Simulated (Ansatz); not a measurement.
Li (begun as A7 type, now fcc), DFT, PBE, PAW with Ansatz's default frozen-core files, scalar-relativistic (Ansatz 0.2.0), on 1 thread of Arm Neoverse V1 (shared host).

Command: `ansatz run input.yaml --threads 1 --pin off --max-ram 2048MiB --backend cpu --events-out ev --progress --plain --runs-dir out`

```yaml
crystal:
  lattice:
    - [1.439164021, -0.8309017349, 4.7369481099]
    - [0.0, 1.6618034698, 4.7369481099]
    - [-1.439164021, -0.8309017349, 4.7369481099]
  atoms:
    - { symbol: Li, position: [0.25, 0.25, 0.25] }
    - { symbol: Li, position: [-0.25, -0.25, -0.25] }
kpoints:
  mp_grid: { grid: [13, 13, 13] }
scf:
  occupations: { method: fermi_dirac, width: 0.08 }
hamiltonian:
  xc: pbe
  pseudopotentials: { kind: paw }
output:
  forces: true
  stress: true
  eigenvalues: true
  populations: true
```

(1) How large is the problem that the program sets up?

(2) About how long does it take?

## Answers

(1) 231 irreducible k-points, 669 plane waves at Γ, 7 bands.

(2) 4.3 s of wall time for 6 SCF iterations. Times on shared machines scatter by tens of per cent.
